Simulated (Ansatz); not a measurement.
# GaN (P6_3mc): the host for defect calculations, part 2 of 2

Aim: the runs on the perfect crystal GaN (P6_3mc) that a defect calculation needs first.

Ansatz 0.2.0; plane-wave PAW DFT, r2SCAN; relaxation of the host's cell and atoms; PAW set soft_1 (the session's first sound run).

So far. Step 3 (Dielectric tensors of the host): The principal values of the electronic dielectric tensor are 5.83, 5.83 and 6.02. The principal values of the static dielectric tensor are 10.10, 10.10 and 11.19.

## (5) Self-consistent run

This step: plane-wave PAW DFT, r2SCAN; single point of the defect-free supercell, a test of its k-points; PAW set soft_1 (Ansatz 0.2.0).

System of this step: GaN (P6_3mc). The cell holds 128 atoms: 64 Ga and 64 N. Cell: a = 15.136 Å, b = 15.136 Å, c = 12.166 Å, α = 125.7°, β = 125.7°, γ = 93.5°.

File pristine.sampling/input.yaml:

```yaml
crystal:
  lattice:
    - [-9.5498178172, 5.5135898875, 10.3676634614]
    - [9.5498178172, -5.5135898875, 10.3676634614]
    - [3.1832726057, 5.5135898875, -10.3676634614]
  atoms:
    - { symbol: Ga, position: [0.2081098924, 0.0414432258, 0.0] }
    - { symbol: Ga, position: [0.2081098924, 0.2914432258, 0.25] }
    - { symbol: Ga, position: [0.4581098924, 0.0414432258, 0.25] }
    - { symbol: Ga, position: [0.4581098924, 0.2914432258, 0.0] }
    - { symbol: Ga, position: [0.1664432258, 0.0831098924, 0.25] }
    - { symbol: Ga, position: [0.1664432258, 0.3331098924, 0.0] }
    - { symbol: Ga, position: [0.4164432258, 0.0831098924, 0.0] }
    - { symbol: Ga, position: [0.4164432258, 0.3331098924, 0.25] }
    - { symbol: "N", position: [0.0523067742, 0.1356401076, 0.25] }
    - { symbol: "N", position: [0.0523067742, 0.3856401076, 0.0] }
    - { symbol: "N", position: [0.3023067742, 0.1356401076, 0.0] }
    - { symbol: "N", position: [0.3023067742, 0.3856401076, 0.25] }
    - { symbol: "N", position: [0.0106401076, 0.1773067742, 0.0] }
    - { symbol: "N", position: [0.0106401076, 0.4273067742, 0.25] }
    - { symbol: "N", position: [0.2606401076, 0.1773067742, 0.25] }
    - { symbol: "N", position: [0.2606401076, 0.4273067742, 0.0] }
    - { symbol: Ga, position: [0.2081098924, 0.0414432258, 0.5] }
    - { symbol: Ga, position: [0.2081098924, 0.2914432258, 0.75] }
    - { symbol: Ga, position: [0.4581098924, 0.0414432258, 0.75] }
    - { symbol: Ga, position: [0.4581098924, 0.2914432258, 0.5] }
    - { symbol: Ga, position: [0.1664432258, 0.0831098924, 0.75] }
    - { symbol: Ga, position: [0.1664432258, 0.3331098924, 0.5] }
    - { symbol: Ga, position: [0.4164432258, 0.0831098924, 0.5] }
    - { symbol: Ga, position: [0.4164432258, 0.3331098924, 0.75] }
    - { symbol: "N", position: [0.0523067742, 0.1356401076, 0.75] }
    - { symbol: "N", position: [0.0523067742, 0.3856401076, 0.5] }
    - { symbol: "N", position: [0.3023067742, 0.1356401076, 0.5] }
    - { symbol: "N", position: [0.3023067742, 0.3856401076, 0.75] }
    - { symbol: "N", position: [0.0106401076, 0.1773067742, 0.5] }
    - { symbol: "N", position: [0.0106401076, 0.4273067742, 0.75] }
    - { symbol: "N", position: [0.2606401076, 0.1773067742, 0.75] }
    - { symbol: "N", position: [0.2606401076, 0.4273067742, 0.5] }
    - { symbol: Ga, position: [0.2081098924, 0.5414432258, 0.0] }
    - { symbol: Ga, position: [0.2081098924, 0.7914432257, 0.25] }
    - { symbol: Ga, position: [0.4581098924, 0.5414432258, 0.25] }
    - { symbol: Ga, position: [0.4581098924, 0.7914432257, 0.0] }
    - { symbol: Ga, position: [0.1664432258, 0.5831098924, 0.25] }
    - { symbol: Ga, position: [0.1664432258, 0.8331098924, 0.0] }
    - { symbol: Ga, position: [0.4164432258, 0.5831098924, 0.0] }
    - { symbol: Ga, position: [0.4164432258, 0.8331098924, 0.25] }
    - { symbol: "N", position: [0.0523067742, 0.6356401076, 0.25] }
    - { symbol: "N", position: [0.0523067742, 0.8856401076, 0.0] }
    - { symbol: "N", position: [0.3023067742, 0.6356401076, 0.0] }
    - { symbol: "N", position: [0.3023067742, 0.8856401076, 0.25] }
    - { symbol: "N", position: [0.0106401076, 0.6773067742, 0.0] }
    - { symbol: "N", position: [0.0106401076, 0.9273067742, 0.25] }
    - { symbol: "N", position: [0.2606401076, 0.6773067742, 0.25] }
    - { symbol: "N", position: [0.2606401076, 0.9273067742, 0.0] }
    - { symbol: Ga, position: [0.2081098924, 0.5414432258, 0.5] }
    - { symbol: Ga, position: [0.2081098924, 0.7914432257, 0.75] }
    - { symbol: Ga, position: [0.4581098924, 0.5414432258, 0.75] }
    - { symbol: Ga, position: [0.4581098924, 0.7914432257, 0.5] }
    - { symbol: Ga, position: [0.1664432258, 0.5831098924, 0.75] }
    - { symbol: Ga, position: [0.1664432258, 0.8331098924, 0.5] }
    - { symbol: Ga, position: [0.4164432258, 0.5831098924, 0.5] }
    - { symbol: Ga, position: [0.4164432258, 0.8331098924, 0.75] }
    - { symbol: "N", position: [0.0523067742, 0.6356401076, 0.75] }
    - { symbol: "N", position: [0.0523067742, 0.8856401076, 0.5] }
    - { symbol: "N", position: [0.3023067742, 0.6356401076, 0.5] }
    - { symbol: "N", position: [0.3023067742, 0.8856401076, 0.75] }
    - { symbol: "N", position: [0.0106401076, 0.6773067742, 0.5] }
    - { symbol: "N", position: [0.0106401076, 0.9273067742, 0.75] }
    - { symbol: "N", position: [0.2606401076, 0.6773067742, 0.75] }
    - { symbol: "N", position: [0.2606401076, 0.9273067742, 0.5] }
    - { symbol: Ga, position: [0.7081098924, 0.0414432258, 0.0] }
    - { symbol: Ga, position: [0.7081098924, 0.2914432258, 0.25] }
    - { symbol: Ga, position: [0.9581098924, 0.0414432258, 0.25] }
    - { symbol: Ga, position: [0.9581098924, 0.2914432258, 0.0] }
    - { symbol: Ga, position: [0.6664432258, 0.0831098924, 0.25] }
    - { symbol: Ga, position: [0.6664432258, 0.3331098924, 0.0] }
    - { symbol: Ga, position: [0.9164432258, 0.0831098924, 0.0] }
    - { symbol: Ga, position: [0.9164432258, 0.3331098924, 0.25] }
    - { symbol: "N", position: [0.5523067742, 0.1356401076, 0.25] }
    - { symbol: "N", position: [0.5523067742, 0.3856401076, 0.0] }
    - { symbol: "N", position: [0.8023067743, 0.1356401076, 0.0] }
    - { symbol: "N", position: [0.8023067743, 0.3856401076, 0.25] }
    - { symbol: "N", position: [0.5106401076, 0.1773067742, 0.0] }
    - { symbol: "N", position: [0.5106401076, 0.4273067742, 0.25] }
    - { symbol: "N", position: [0.7606401076, 0.1773067742, 0.25] }
    - { symbol: "N", position: [0.7606401076, 0.4273067742, 0.0] }
    - { symbol: Ga, position: [0.7081098924, 0.0414432258, 0.5] }
    - { symbol: Ga, position: [0.7081098924, 0.2914432258, 0.75] }
    - { symbol: Ga, position: [0.9581098924, 0.0414432258, 0.75] }
    - { symbol: Ga, position: [0.9581098924, 0.2914432258, 0.5] }
    - { symbol: Ga, position: [0.6664432258, 0.0831098924, 0.75] }
    - { symbol: Ga, position: [0.6664432258, 0.3331098924, 0.5] }
    - { symbol: Ga, position: [0.9164432258, 0.0831098924, 0.5] }
    - { symbol: Ga, position: [0.9164432258, 0.3331098924, 0.75] }
    - { symbol: "N", position: [0.5523067742, 0.1356401076, 0.75] }
    - { symbol: "N", position: [0.5523067742, 0.3856401076, 0.5] }
    - { symbol: "N", position: [0.8023067743, 0.1356401076, 0.5] }
    - { symbol: "N", position: [0.8023067743, 0.3856401076, 0.75] }
    - { symbol: "N", position: [0.5106401076, 0.1773067742, 0.5] }
    - { symbol: "N", position: [0.5106401076, 0.4273067742, 0.75] }
    - { symbol: "N", position: [0.7606401076, 0.1773067742, 0.75] }
    - { symbol: "N", position: [0.7606401076, 0.4273067742, 0.5] }
    - { symbol: Ga, position: [0.7081098924, 0.5414432258, 0.0] }
    - { symbol: Ga, position: [0.7081098924, 0.7914432257, 0.25] }
    - { symbol: Ga, position: [0.9581098924, 0.5414432258, 0.25] }
    - { symbol: Ga, position: [0.9581098924, 0.7914432257, 0.0] }
    - { symbol: Ga, position: [0.6664432258, 0.5831098924, 0.25] }
    - { symbol: Ga, position: [0.6664432258, 0.8331098924, 0.0] }
    - { symbol: Ga, position: [0.9164432258, 0.5831098924, 0.0] }
    - { symbol: Ga, position: [0.9164432258, 0.8331098924, 0.25] }
    - { symbol: "N", position: [0.5523067742, 0.6356401076, 0.25] }
    - { symbol: "N", position: [0.5523067742, 0.8856401076, 0.0] }
    - { symbol: "N", position: [0.8023067743, 0.6356401076, 0.0] }
    - { symbol: "N", position: [0.8023067743, 0.8856401076, 0.25] }
    - { symbol: "N", position: [0.5106401076, 0.6773067742, 0.0] }
    - { symbol: "N", position: [0.5106401076, 0.9273067742, 0.25] }
    - { symbol: "N", position: [0.7606401076, 0.6773067742, 0.25] }
    - { symbol: "N", position: [0.7606401076, 0.9273067742, 0.0] }
    - { symbol: Ga, position: [0.7081098924, 0.5414432258, 0.5] }
    - { symbol: Ga, position: [0.7081098924, 0.7914432257, 0.75] }
    - { symbol: Ga, position: [0.9581098924, 0.5414432258, 0.75] }
    - { symbol: Ga, position: [0.9581098924, 0.7914432257, 0.5] }
    - { symbol: Ga, position: [0.6664432258, 0.5831098924, 0.75] }
    - { symbol: Ga, position: [0.6664432258, 0.8331098924, 0.5] }
    - { symbol: Ga, position: [0.9164432258, 0.5831098924, 0.5] }
    - { symbol: Ga, position: [0.9164432258, 0.8331098924, 0.75] }
    - { symbol: "N", position: [0.5523067742, 0.6356401076, 0.75] }
    - { symbol: "N", position: [0.5523067742, 0.8856401076, 0.5] }
    - { symbol: "N", position: [0.8023067743, 0.6356401076, 0.5] }
    - { symbol: "N", position: [0.8023067743, 0.8856401076, 0.75] }
    - { symbol: "N", position: [0.5106401076, 0.6773067742, 0.5] }
    - { symbol: "N", position: [0.5106401076, 0.9273067742, 0.75] }
    - { symbol: "N", position: [0.7606401076, 0.6773067742, 0.75] }
    - { symbol: "N", position: [0.7606401076, 0.9273067742, 0.5] }
basis:
  ecutwfc: 500
  xc_grid: 2
hamiltonian:
  xc: r2scan
  pseudopotentials: { kind: paw, azcp: { folder: soft_1 } }
kpoints:
  mp_grid: { grid: [1, 1, 1] }
scf:
  occupations: { method: fermi_dirac, width: 0.01 }
  max_iter: 80
```

Run with:

```sh
$ ansatz run input.yaml --threads 32 --pin off --max-ram 56524MiB --backend cuda --events-out ev --progress --plain --runs-dir out --max-vram 78GiB
```

Output:

```text
[...]
Crystal: 128 atoms, lattice volume = 1455.724 Å³
Basis set: ecut = 500 eV, 36923 PW (Γ), exchange–correlation on 240×240×180 points (8 copies of the dense FFT grid, shifted against one another)
Bands: 704, of which v1, the nominal top of the filled ones, is band 576 counted from 1 (575 counted from 0)
[...]
k-points: 1
[...]
SCF iter   2: F=—  HF=-267284.295614 eV  |F-HF|=—  |Δ(HF+E_count)|=    3.41e1  Δρ=5.24e-2  dr2=2.27e1  dr2_τ=2.34e0  ethr=3.10e-3  ⟨swp⟩=2.0  Hψ=1391  notcnv=0  defer=123
[...]
automatic band count: iteration 3 solves 667 bands in place of 704: the levels show a gap, and the empty bands left out lie too high to hold charge; the band table lists the bands solved (type scf.n_e [...]
[...]
SCF iter   8: F=—  HF=-267286.724377 eV  |F-HF|=—  |Δ(HF+E_count)|=   1.68e-3  Δρ=1.97e-5  dr2=5.59e-6  dr2_τ=1.49e-7  ethr=1.84e-8  ⟨swp⟩=2.0  Hψ=1230  notcnv=0  defer=86
SCF iter   9: F=-267286.724379 eV  HF=-267286.724379 eV  |F-HF|=6.05e-8  |Δ(HF+E_count)|=   2.47e-6  Δρ=4.95e-6  dr2=2.95e-7  dr2_τ=4.91e-9  ethr=8.68e-11  ⟨swp⟩=3.0  Hψ=1692  notcnv=0
SCF 1 converged in 9 iterations: F = -267286.724379 eV  dr2 = 2.95e-7
[...]
SCF converged after 9 iterations
Free energy (F): -267286.724379 eV
[...]
Fermi energy:    10.669596 eV
[...]
```

It took 1.9 s on 1 × NVIDIA GB200 with 32 threads of Arm Neoverse V2, shared host; peak memory 1.4 GiB.

Numbers from this step:

- energy over dense mesh: 0.01761 eV/atom

## (6) Defect free supercell relaxed from its symmetric sites

This cell, the one that will hold the defects, is built from the relaxed host. Its coarser k-points can move the atoms a little, so it is relaxed from the symmetric sites, as the reference for the test of stability.

This step: plane-wave PAW DFT, r2SCAN; relaxation of the defect-free supercell from its symmetric sites; PAW set soft_1 (Ansatz 0.2.0).

pristine.symmetric/input.yaml, as its differences from pristine.sampling/input.yaml of step 5:

```diff
@@ -145 +145,12 @@
   max_iter: 80
+output:
+  forces: true
+relax:
+  f_tol: 0.01
+  max_steps: 60
+  escape_saddle: false
+checkpoint:
+  write: "../pristine.symmetric.run"
+  compress: false
+  write_wavefunctions: false
+  write_every: 100000
```

Output:

```text
[...]
Crystal: 128 atoms, lattice volume = 1455.724 Å³
Basis set: ecut = 500 eV, 36923 PW (Γ), exchange–correlation on 240×240×180 points (8 copies of the dense FFT grid, shifted against one another)
Bands: 704, of which v1, the nominal top of the filled ones, is band 576 counted from 1 (575 counted from 0)
[...]
SCF iter   9: F=-267286.724379 eV  HF=-267286.724379 eV  |F-HF|=6.43e-8  |Δ(HF+E_count)|=   2.45e-6  Δρ=4.84e-6  dr2=2.83e-7  dr2_τ=4.44e-9  ethr=2.17e-10  ⟨swp⟩=3.0  Hψ=1823  notcnv=0
SCF 1 converged in 9 iterations: F = -267286.724379 eV  dr2 = 2.83e-7
[...]
relax step   1: F+E_penalty+E_count = -267286.72437941 eV  Δ(F+E_penalty+E_count) = +0.000e0 eV  max|allowed force component| = 2.170e-2 eV/Å  Δτ_max = 0.0000 Å  (9 SCF iters, dr2 threshold 2.50e-6 eV [...]
[...]
SCF iter   1: F=—  HF=-267286.721877 eV  |F-HF|=—  |Δ(HF+E_count)|=         —  Δρ=6.93e-4  dr2=2.33e-3  dr2_τ=9.13e-3  ethr=2.02e-7  ⟨swp⟩=2.0  Hψ=1698  notcnv=0  defer=85
[...]
relax step   2: F+E_penalty+E_count = -267286.72690226 eV  Δ(F+E_penalty+E_count) = -2.523e-3 eV  max|allowed force component| = 9.735e-3 eV/Å  Δτ_max = 0.0026 Å  (6 SCF iters, accepted)
[...]
SCF 3 converged in 2 iterations: F = -267286.726902 eV  dr2 = 5.85e-9
SCF converged after 2 iterations
[...]
```

Run time: 3.4 s. Hardware: 1 × NVIDIA GB200 with 32 threads; peak memory 1.4 GiB.

Hardly anything moved in the relaxation; the energy changed by under 0.2 meV an atom.

## (7) Defect free supercell relaxed from displaced atoms

This step: plane-wave PAW DFT, r2SCAN; relaxation of the defect-free supercell from random displacements, a test of the host's stability; PAW set soft_1 (Ansatz 0.2.0).

pristine.rattled/input.yaml, as its differences from pristine.symmetric/input.yaml of step 6:

```diff
@@ -149,6 +149,6 @@
   f_tol: 0.01
-  max_steps: 60
-  escape_saddle: false
+  max_steps: 120
+  random_displacement: { amplitude: 0.08, seed: 7978 }
 checkpoint:
-  write: "../pristine.symmetric.run"
+  write: "../pristine.rattled.run"
   compress: false
```

Output:

```text
[...]
Crystal: 128 atoms, lattice volume = 1455.724 Å³
Basis set: ecut = 500 eV, 36923 PW (Γ), exchange–correlation on 240×240×180 points (8 copies of the dense FFT grid, shifted against one another)
Bands: 704, of which v1, the nominal top of the filled ones, is band 576 counted from 1 (575 counted from 0)
[...]
k-points: 1
[...]
SCF 1 converged in 10 iterations: F = -267278.671364 eV  dr2 = 4.69e-7
[...]
relax step   1: F+E_penalty+E_count = -267278.67136449 eV  Δ(F+E_penalty+E_count) = +0.000e0 eV  max|allowed force component| = 2.966e0 eV/Å  Δτ_max = 0.0000 Å  (10 SCF iters, dr2 threshold 2.50e-6 eV [...]
[...]
SCF 2 converged in 7 iterations: F = -267284.459386 eV  dr2 = 2.27e-5
[...]
relax step   5: F+E_penalty+E_count = -267286.72727398 eV  Δ(F+E_penalty+E_count) = -7.375e-4 eV  max|allowed force component| = 7.547e-3 eV/Å  Δτ_max = 0.0026 Å  (6 SCF iters, accepted)
[...]
SCF 6 converged in 2 iterations: F = -267286.727274 eV  dr2 = 6.91e-9
SCF converged after 2 iterations
[...]
```

The job ended after 7.2 s (1 × NVIDIA GB200 with 32 threads; peak memory 1.4 GiB; 24 s of CPU time).

Relaxation path:

| step | energy less that of the first step (eV) | largest force component (eV/Å) |
| --- | --- | --- |
| 1 | 0.0000 | 2.9657 |
| 2 | -5.7880 | 1.5501 |
| 3 | -8.0551 | 0.0246 |
| 4 | -8.0552 | 0.0252 |
| 5 | -8.0559 | 0.0075 |

The relaxation ends 63 meV an atom lower than the displaced start, with a largest force component of 0.0075 eV/Å.

## (8) Results

```
primitive cell vectors, lengths                                      : 3.183, 3.183, 5.184 Å
electronic dielectric constant                                       : principal values (5.83, 5.83, 6.02)
static dielectric constant                                           : principal values (10.10, 10.10, 11.19)
gap on the k-mesh of the response run (PBEsol)                       : 1.88 eV
supercell relaxed in its symmetry less the displaced and relaxed one : 0.000 eV
energy an atom at the zone centre alone less that on the dense mesh  : 0.018 eV
```

In words: Step 7: The energy fell by 8.056 eV from the randomly displaced start; the atoms end within 0.005 Å of the sites as typed, once the mean shift is taken out. The displaced cell ends within 0.01 eV of the symmetric one relaxed in its symmetry, so no lower structure shows in this supercell. The k-mesh can miss the band edges, so this gap is an upper bound at this level. All at zero temperature.

[Logs are printed without paths, hosts, clocks, repeated set-up lines and the standing remarks that a program may print on its own settings, such as how far it seeks lower states.]

[Hosts, paths, dates, database ids (printed as entryN), source tags and the programs' standing remarks are cut or masked in the printed files.]

[Runs of the host that timed out are not shown.]

[For some hosts the program warned that the k-mesh of the response run may be too coarse for force constants and the static dielectric constant; such warnings are not always shown.]

[The program warned that the k-mesh of a response run behind this text may be too coarse: force constants, and the static dielectric constant and all else formed from them, are not shown converged.]
